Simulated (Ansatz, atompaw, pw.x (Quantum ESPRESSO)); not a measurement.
## From atom to crystal: PAW (atompaw) potential for boron (B)

B (Z = 5), PAW, made with atompaw 4.2.0.5 (PBE, scalar-relativistic). Core [He], reference 2s2 2p1. Waves: 2s (bound): rc 1.85 bohr; 2s channel at 3.45 Ry: rc 1.85 bohr; 2p (bound): rc 2.95 bohr; 2p channel at 0.25 Ry: rc 2.95 bohr; 3d channel at -0.05 Ry: rc 2.35 bohr. Local part: bessel scheme, radius 2.10 bohr. Core correction: smooth core density matched at 2.80 bohr. Augmentation charge: sinc compensation charge, radius 2.35 bohr; PAW radius 2.95 bohr; waves and projectors: modrrkj vanderbiltortho.

Crystal test: fcc B in pw.x 7.5, no spin, 18³ k-points, Fermi–Dirac smearing 0.01 Ry, cutoffs 40/400 Ry. The reference is all-electron LAPW (Ansatz 0.2.0) with the same functional, mesh and smearing; V0 and B0 come from Birch–Murnaghan fits to the pressures at five volumes. Errors are pseudo minus all-electron; Δ is the rms difference of the E(V) curves that follow from these fits, minima aligned, over ±6 % about the mean V0. Mesh and smearing are coarse, so the numbers serve the comparison and aren't converged zero-temperature values; the lattice is a test structure that the element need not adopt.

All-electron: a0 = 2.867 Å (V0 = 5.89 Å³/atom), B0 = 270.8 GPa.

Q: How far does the potential miss the all-electron equation of state?

A: mean pressure error (GPa): +72.74. The pressure does not cross zero within the volumes sampled, so no fit is given. The largest radius (2.95 bohr) exceeds half the bond length (1.92 bohr), so the spheres overlap, which is one possible source of error among others. This is a poor potential for the solid.

```
V (Å³/atom)  P all-electron (GPa)  P pseudo (GPa)
      5.603                 14.83           85.82
      5.751                  6.76           78.80
      5.898                 -0.40           72.51
      6.045                 -6.74           66.87
      6.193                -12.37           61.78
```

Q: At the middle volume, how do free energy and pressure move when the wave cutoff is lowered (ecutrho held at 400 Ry)?

A:

```
cutoff (Ry)  shift of F (meV/atom)  shift of P (GPa)
         18                   +7.1             -0.80
         24                   +4.1             -0.33
         32                   +0.5             -0.14
```

Input at the middle volume:

```
&control
  calculation='scf', prefix='x', pseudo_dir='./', outdir='./tmp', tstress=.true., disk_io='none'
/
&system
  ibrav=0, nat=1, ntyp=1, ecutwfc=40, ecutrho=400, nbnd=8,
  occupations='smearing', smearing='fd', degauss=0.01
/
&electrons
  conv_thr=1e-09, mixing_beta=0.4, electron_maxstep=70
/
ATOMIC_SPECIES
B 1.0 B.UPF
CELL_PARAMETERS angstrom
  0.00000000 1.43403007 1.43403007
  1.43403007 0.00000000 1.43403007
  1.43403007 1.43403007 0.00000000
ATOMIC_POSITIONS crystal
B 0.0000 0.0000 0.0000
K_POINTS automatic
18 18 18 0 0 0
```

```bash
pw.x < B.scf.in > B.scf.out
```

Lines of the output:

```
Message from routine setup:
     using ibrav=0 with symmetry is DISCOURAGED, use correct ibrav instead
     lattice parameter (alat)  =       3.8324  a.u.
     unit-cell volume          =      39.8017 (a.u.)^3
     number of electrons       =         3.00
     number of Kohn-Sham states=            8
     kinetic-energy cutoff     =      40.0000  Ry
     charge density cutoff     =     400.0000  Ry
     scf convergence threshold =      1.0E-09
     Exchange-correlation= SLA PW PBX PBC
     number of k points=   195  Fermi-Dirac smearing, width (Ry)=  0.0100
     iteration #  1     ecut=    40.00 Ry     beta= 0.40
     total energy              =     -11.23734994 Ry
     estimated scf accuracy    <       0.01091870 Ry
     iteration #  2     ecut=    40.00 Ry     beta= 0.40
     total energy              =     -11.23746082 Ry
     estimated scf accuracy    <       0.00322149 Ry
     iteration #  3     ecut=    40.00 Ry     beta= 0.40
     total energy              =     -11.23792926 Ry
     estimated scf accuracy    <       0.00000698 Ry
     iteration #  4     ecut=    40.00 Ry     beta= 0.40
     total energy              =     -11.23793110 Ry
     estimated scf accuracy    <       0.00000308 Ry
     iteration #  5     ecut=    40.00 Ry     beta= 0.40
     total energy              =     -11.23793141 Ry
     estimated scf accuracy    <       0.00000004 Ry
     iteration #  6     ecut=    40.00 Ry     beta= 0.40
     total energy              =     -11.23793141 Ry
     estimated scf accuracy    <          2.6E-09 Ry
     iteration #  7     ecut=    40.00 Ry     beta= 0.40
     the Fermi energy is    13.1610 ev
!    total energy              =     -11.23793141 Ry
     estimated scf accuracy    <          1.2E-10 Ry
     smearing contrib. (-TS)   =      -0.00137581 Ry
     convergence has been achieved in   7 iterations
          total   stress  (Ry/bohr**3)                   (kbar)     P=      725.12
     Message from routine punch:
     Nothing written, as per user request (disk_io='none')
```

The 8 pw.x runs together took about 26 s on one core of a shared server CPU.
